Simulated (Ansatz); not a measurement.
A family in space group P6_3/mmc

All numbers below come from Ansatz 0.2.0, DFT, PBE, all-electron LAPW, scalar-relativistic.

All cells have space group P6_3/mmc and are held fixed (conventional cell and sites). Prototypes and MP cells are computed structures that needn't be known or stable phases of these compounds. Gaps are the smallest over the k mesh and a high-symmetry path; Bader charges come from PAW runs of the same cells. Open d or f shells run without spin or U come out metallic where the real compound may not be. Semilocal functionals give too small gaps and can close them; gaps under 0.4 eV may also close off the mesh. Rows with a moment start ferromagnetic; other orders may lie lower, and can open a gap.

No spin–orbit coupling, which matters for the heavy atoms here.

H: a = 1.93 Å, b = 1.93 Å, c = 1.90 Å, α = 90.00°, β = 90.00°, γ = 120.00°; H 2c (0.333 0.667 0.250); 17×17×9 mesh, smearing 0.05 eV, hcp type, relaxed by us
Cd: a = 2.98 Å, b = 2.98 Å, c = 5.62 Å, α = 90.00°, β = 90.00°, γ = 120.00°; Cd 2c (0.333 0.667 0.250); 14×14×7 mesh, smearing 0.05 eV, COD 9008490, reported
Os: a = 2.75 Å, b = 2.75 Å, c = 4.35 Å, α = 90.00°, β = 90.00°, γ = 120.00°; Os 2c (0.333 0.667 0.250); 16×16×9 mesh, smearing 0.03 eV, hcp type, relaxed by us
Se: a = 3.68 Å, b = 3.68 Å, c = 3.81 Å, α = 90.00°, β = 90.00°, γ = 120.00°; Se 2c (0.333 0.667 0.250); 19×19×10 mesh, smearing 0.03 eV, hcp type, relaxed by us
Co: a = 2.52 Å, b = 2.52 Å, c = 4.09 Å, α = 90.00°, β = 90.00°, γ = 120.00°; Co 2c (0.333 0.667 0.250); 19×19×10 mesh, smearing 0.08 eV, COD 9011615, reported, may be off
Y: a = 3.65 Å, b = 3.65 Å, c = 5.75 Å, α = 90.00°, β = 90.00°, γ = 120.00°; Y 2c (0.333 0.667 0.250); 12×12×7 mesh, smearing 0.08 eV, COD 1539818, reported

```json
{"compound": "Cd", "P (GPa)": "3.0", "gap (eV)": "none", "cell moment (μB)": "unpolarised run"}
{"compound": "Os", "P (GPa)": "0.0", "gap (eV)": "none", "cell moment (μB)": "unpolarised run"}
{"compound": "Se", "P (GPa)": "0.0", "gap (eV)": "none", "cell moment (μB)": "unpolarised run"}
{"compound": "Co", "P (GPa)": "-6.7", "gap (eV)": "none", "cell moment (μB)": "3.3"}
{"compound": "Y", "P (GPa)": "-0.3", "gap (eV)": "none", "cell moment (μB)": "unpolarised run"}
```

Predict the row of H (its pressure aside) (no spin polarisation).

Gap (eV): none.
